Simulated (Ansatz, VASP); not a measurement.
## Br in VASP and in Ansatz

The input INCAR:

```
SYSTEM = Br
ALGO     = Normal         ! electronic algorithm
EDIFF    = 1E-7           ! SCF threshold, eV
ENCUT    = 520            ! plane-wave cutoff, eV
GGA      = PE             ! functional
ISIF     = 2              ! what is computed and relaxed
ISMEAR   = -1             ! smearing method
LASPH    = .TRUE.         ! aspherical terms in the spheres
LCHARG   = .FALSE.        ! write CHGCAR
LREAL    = .FALSE.        ! projectors in reciprocal space
LWAVE    = .FALSE.        ! write WAVECAR
NBANDS   = 10             ! bands
NELM     = 100            ! most SCF steps
PREC     = Accurate       ! precision mode
SIGMA    = 0.05           ! smearing width, eV
```

KPOINTS

```
k-points
0
G
  13 13 13
  0 0 0
```

The input POSCAR:

```
Br
1.0
   -1.2693775109      1.6967511450      3.5296340003
    1.2693775109     -1.6967511450      3.5296340003
    1.2693775109      1.6967511450     -3.5296340003
Br
1
Direct
    0.0000000000      0.0000000000      0.0000000000
```

File input.yaml:

```yaml
crystal:
  lattice:
    - [-1.2693775109, 1.696751145, 3.5296340003]
    - [1.2693775109, -1.696751145, 3.5296340003]
    - [1.2693775109, 1.696751145, -3.5296340003]
  atoms:
    - { symbol: Br, position: [0.0, 0.0, 0.0] }
hamiltonian:
  xc: pbe
  pseudopotentials: { kind: paw }
kpoints:
  mp_grid: { grid: [13, 13, 13] }
scf:
  occupations: { method: fermi_dirac, width: 0.05 }
output:
  forces: true
  stress: true
  eigenvalues: true
```

Change from the starting cell: volume scaled by 0.96.

Alike in both runs: task single point; functional PBE; k mesh 13 × 13 × 13; occupations fermi-dirac, width 0.05 eV; no spin polarisation.

```csv
,VASP,Ansatz
version,VASP 6.6.1,Ansatz 0.2.0
potentials or method,"VASP PAW PBE potentials, release 64 (Br)",Ansatz PAW
plane-wave cutoff (eV),520,420
valence electrons in the cell,7,7
```

|  | VASP | Ansatz | Ansatz less VASP |
| --- | --- | --- | --- |
| gap on the k mesh at the Fermi level (eV) | none | none | - |
| pressure (GPa) | 2.6 | 2.6 | -0.01 |
| largest component of the traceless stress (GPa) | 1.99 | 1.97 | -0.016 |

A gap of «none» marks a metal or a gap that the smearing closes. The functional is the same, so the differences come from potentials, cutoffs and numerics.

Caveats: an odd number of electrons without spin polarisation forces a metal; a magnetic or distorted state may lie lower.
